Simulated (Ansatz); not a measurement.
Base system: ZnTe in the zinc blende structure (space group F-43m, No. 216; a = 6.1791 Å). Axes: x, y, z lie along the cube axes.

(Cell as relaxed with PBE.)

Levels (all Ansatz, a program for electronic structure, PAW): PBE (420 eV, no SOC); r2SCAN (500 eV, no SOC).

Each level relaxes its own structure.

```tsv
base	PBE	r2SCAN
volume per atom	29.49 Å³	28.56 Å³
lattice parameter a	617.9 pm	611.3 pm
band gap	1.08 eV	1.79 eV
```

Perturbation: the cell is stretched by 1.59 % along y with no lateral relaxation, atoms relaxed at fixed cell.

```tsv
quantity	PBE	r2SCAN
shortest interatomic distance	269.0 pm	___
electron mass	0.073 mₑ (at Γ)	___
band gap	0.98 eV	___
pressure (mean of the normal stresses, compression positive)	-0.66 GPa	___
```

### Question
Given the PBE results, estimate those of r2SCAN.

### Answer

- shortest interatomic distance, r2SCAN: 266.1 pm
- electron mass, r2SCAN: 0.11 mₑ (at Γ)
- band gap, r2SCAN: 1.69 eV
- pressure (mean of the normal stresses, compression positive), r2SCAN: -0.76 GPa

PBE's shortest interatomic distance lies 2.9 pm above r2SCAN's (1.1 %); PBE's band gap lies 0.71 eV below r2SCAN's; PBE's pressure lies 0.10 GPa above r2SCAN's. Neither level is exact; r2SCAN is the comparison here, not a measurement.

Spin-orbit coupling, missing from the scalar runs, can matter with Te. The cells carry an imposed strain or load. Effective masses come from finite differences of ±0.01 Å⁻¹. Stability against distortions was not tested.
